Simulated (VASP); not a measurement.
Here is a VASP 6.6.1 calculation.

File INCAR:

```
AGGAC = 1.0 ; AGGAX = 1.0
ALDAC = 0.0 ; ALDAX = 1.0
ALGO = Fast ; EDIFF = 1E-6
ENCUT = 520 ; GGA = B5
ISIF = 2 ; ISMEAR = -1
LASPH = T ; LCHARG = F
LREAL = F ; LWAVE = F
NBANDS = 24 ; NELM = 60
PREC = Accurate ; SIGMA = 0.1
```

The input KPOINTS:

```
k-points
0
Gamma
  10 10 15
```

The input POSCAR:

```
Ta
1.0
    4.9215360451      0.0000000000      0.0000000000
   -2.4607680225      4.2621752407      0.0000000000
    0.0000000000      0.0000000000      2.7541138286
Ta
3
Direct
    1.0000000000      1.0000000000      0.0000000000
    0.3333333333      0.6666666667      0.5000000000
    0.6666666667      0.3333333333      0.5000000000
```

Potentials or basis: VASP PAW PBE potentials, release 64 (Ta_pv).

The run is started by

```sh
$ cat potpaw_PBE.64/Ta_pv/POTCAR > POTCAR
$ mpirun -np 1 vasp_std > vasp.out
```

(1) Estimate the pressure.

(2) Estimate the band gap on the k mesh.

Results:

(1) 0.8 GPa.

(2) none (metal or under the smearing width).

Caveat: the PAW data sets were made with another functional, which shifts forces and pressure a little.
